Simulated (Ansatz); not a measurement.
The system is Cu.

```xyz
1
Lattice="-1.4428 1.4428 1.3761 1.4428 -1.4428 1.3761 1.4428 1.4428 -1.3761" Properties=species:S:1:pos:R:3 pbc="T T T"
Cu    0.0000    0.0000    0.0000
```

This isn't the form of Cu at room conditions, which is fcc.

- Program: Ansatz 0.2.0
- Task: single point
- Functional: PBEsol
- Potentials or basis: all-electron LAPW, scalar-relativistic
- Cutoff: 322 eV (chosen from the basis error)
- Basis error allowed: 0.001 eV/atom
- k mesh: 13 × 13 × 13
- Occupations: fermi-dirac, width 0.05 eV
- Spin: no spin polarisation

On this cell: pressure -1.4 GPa; band gap on the k mesh none (metal or under the smearing width).

The same run follows on a disturbed copy (cell strained at random at fixed volume):

```
Cu
1.0
    -1.41080    1.44162    1.36674
     1.39194   -1.45455    1.36053
     1.46098    1.50473   -1.38030
Cu
1
Direct
  0.01879 0.00286 0.01439
```

Problem. What does the disturbed cell give?

Solution. The energy (extrapolated to zero smearing) moves by +4.8 meV/atom; pressure -1.0 GPa; band gap on the k mesh none (metal or under the smearing width).

Stress tensor (GPa, compression positive):
```
-2.28 -4.43  1.36
-4.43  0.04  0.89
 1.36  0.89 -0.83
```
